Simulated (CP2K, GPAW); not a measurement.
Given: the input of a run of CP2K 2026.2 on LiCl. 

The input licl_scf.inp:

```
&GLOBAL
  PROJECT licl_scf
  RUN_TYPE ENERGY_FORCE
  PRINT_LEVEL LOW
&END GLOBAL
&FORCE_EVAL
  METHOD QS
  STRESS_TENSOR ANALYTICAL
  &DFT
    BASIS_SET_FILE_NAME BASIS_MOLOPT_UZH
    POTENTIAL_FILE_NAME POTENTIAL_UZH
    &MGRID
      CUTOFF 450
      REL_CUTOFF 60
      NGRIDS 5
    &END MGRID
    &QS
      METHOD GPW
      EPS_DEFAULT 1.0E-10
    &END QS
    &KPOINTS
      SCHEME MONKHORST-PACK 9 9 9
      GAMMA_CENTERED T
      SYMMETRY T
      SYMMETRY_BACKEND SPGLIB
    &END KPOINTS
    &SCF
      SCF_GUESS ATOMIC
      EPS_SCF 1.0E-6
      MAX_SCF 100
      ADDED_MOS 10
      CHOLESKY OFF
      EPS_EIGVAL 1.0E-7
      &DIAGONALIZATION ON
        ALGORITHM STANDARD
      &END DIAGONALIZATION
      &MIXING ON
        METHOD BROYDEN_MIXING
        ALPHA 0.4
        BETA 1.5
        NBUFFER 8
      &END MIXING
      &SMEAR ON
        METHOD GAUSSIAN
        SIGMA [eV] 0.02
      &END SMEAR
    &END SCF
    &XC
      &XC_FUNCTIONAL PBE
      &END XC_FUNCTIONAL
    &END XC
    &PRINT
      &KPOINTS ON
      &END KPOINTS
      &MULLIKEN ON
      &END MULLIKEN
      &MO ON
        ENERGIES T
        OCCUPATION_NUMBERS T
        &EACH
          QS_SCF 0
        &END EACH
        ADD_LAST NUMERIC
      &END MO
    &END PRINT
  &END DFT
  &SUBSYS
    &CELL
      A 3.6271325184 0.0000000000 0.0000000000
      B 1.8135662592 3.1411889038 0.0000000000
      C 1.8135662592 1.0470629679 2.9615412998
      PERIODIC XYZ
    &END CELL
    &COORD
      SCALED
      Cl  0.5000000000 0.5000000000 0.5000000000
      Li  0.0000000000 0.0000000000 0.0000000000
    &END COORD
    &KIND Cl
      BASIS_SET TZVP-MOLOPT-PBE-GTH-q7
      POTENTIAL GTH-PBE-q7
    &END KIND
    &KIND Li
      BASIS_SET TZVP-MOLOPT-PBE-GTH-q3
      POTENTIAL GTH-PBE-q3
    &END KIND
    &PRINT
      &ATOMIC_COORDINATES ON
      &END ATOMIC_COORDINATES
      &CELL ON
      &END CELL
      &SYMMETRY ON
      &END SYMMETRY
    &END PRINT
  &END SUBSYS
  &PRINT
    &FORCES ON
    &END FORCES
    &STRESS_TENSOR ON
    &END STRESS_TENSOR
  &END PRINT
&END FORCE_EVAL
```

Potentials or basis: POTENTIAL_UZH Cl GTH-PBE-q7, Li GTH-PBE-q3; TZVP-MOLOPT-PBE-GTH basis.

Run with:

```sh
$ OMP_NUM_THREADS=1 cp2k.psmp -i licl_scf.inp -o licl_scf.out
```

Problem. Translate it to GPAW 26.7.0 (ASE script). Potentials or basis there: GPAW PAW data sets (gpaw-data 1.2.1), cutoff 800 eV.

Solution. As run (cutoffs and basis follow the program's own potentials, and thresholds, step limits or extra output files can differ):

run.py

```python
from ase.dft.bandgap import bandgap
from ase.io import read, write
from ase.units import GPa
from gpaw import GPAW, PW

atoms = read('POSCAR')

calc = GPAW(mode=PW(800),
            xc='PBE',
            kpts={'size': (9, 9, 9), 'gamma': True},
            occupations={'name': 'methfessel-paxton', 'order': 0, 'width': 0.02},
            nbands=11,
            convergence={'density': 1e-05, 'energy': 1e-05},
            maxiter=150,
            txt='gpaw.txt')
atoms.calc = calc
energy = atoms.get_potential_energy()
forces = atoms.get_forces()
stress = atoms.get_stress()
calc.write('gs.gpw')
write('result.traj', atoms)
print(f'Energy: {energy:.6f} eV')
print('Forces (eV/A):')
print(forces.round(4))
print('Stress (GPa):', (stress / GPa).round(3))
print('Fermi level:', round(calc.get_fermi_level(), 4), 'eV')
print(f'Gap: {bandgap(calc)[0]:.4f} eV, direct: {bandgap(calc, direct=True)[0]:.4f} eV')
```

The input POSCAR:

```
LiCl
1.0
    3.6271325200      0.0000000000      0.0000000000
    1.8135662600      3.1411889052      0.0000000000
    1.8135662600      1.0470629684      2.9615413012
Cl Li
1 1
Direct
    0.5000000000      0.5000000000      0.5000000000
    0.0000000000      0.0000000000      0.0000000000
```

Potentials or basis: GPAW PAW data sets (gpaw-data 1.2.1), pw.

Run with:

```console
$ OMP_NUM_THREADS=1 python run.py
```

Both were run:

|  | CP2K | GPAW |
| --- | --- | --- |
| Pressure | 0.6 GPa | 0.5 GPa |

The potentials hold 10 and 8 valence electrons a cell.

Pressure is positive in compression.
